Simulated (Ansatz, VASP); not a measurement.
**Cr in VASP and in Ansatz**

```
Cr
1.0
     2.43714    0.00000    0.00000
    -0.81238    2.29776    0.00000
     0.00000    0.00000   24.94959
Cr
6
Direct
  0.50000 0.50000 0.30061
  0.00000 0.00000 0.38036
  0.50000 0.50000 0.46012
  0.00000 0.00000 0.53988
  0.50000 0.50000 0.61964
  0.00000 0.00000 0.69939
```

Alike in both runs: task single point; functional PBEsol; k mesh 15 × 15 × 1; occupations gaussian, width 0.1 eV; no spin polarisation.

```csv
,VASP,Ansatz
version,VASP 6.6.1,Ansatz 0.2.0
potentials or method,"VASP PAW PBE potentials, release 64 (Cr_pv)","scalar-relativistic, plane waves, PAW"
plane-wave cutoff (eV),520,420
valence electrons in the cell,72,84
```

|  | VASP | Ansatz | Ansatz less VASP |
| --- | --- | --- | --- |
| gap on the k mesh at the Fermi level (eV) | none | none | - |
| rms of the force components (eV/Å) | 0.242 | 0.241 | -0.0011 |

Atom by atom the forces differ by 0.004 eV/Å (rms over components). A gap of «none» marks a metal or a gap that the smearing closes. The functional is the same, so the differences come from potentials, cutoffs and numerics. The two sets of potentials don't hold the same shells in valence.

Caveats: the PAW data sets were made with another functional, which shifts forces and pressure a little (VASP); the run has no spin polarisation, though such a crystal can be magnetic. Spin polarisation is off, so any magnetic state and its effect on volume and gap are missing.
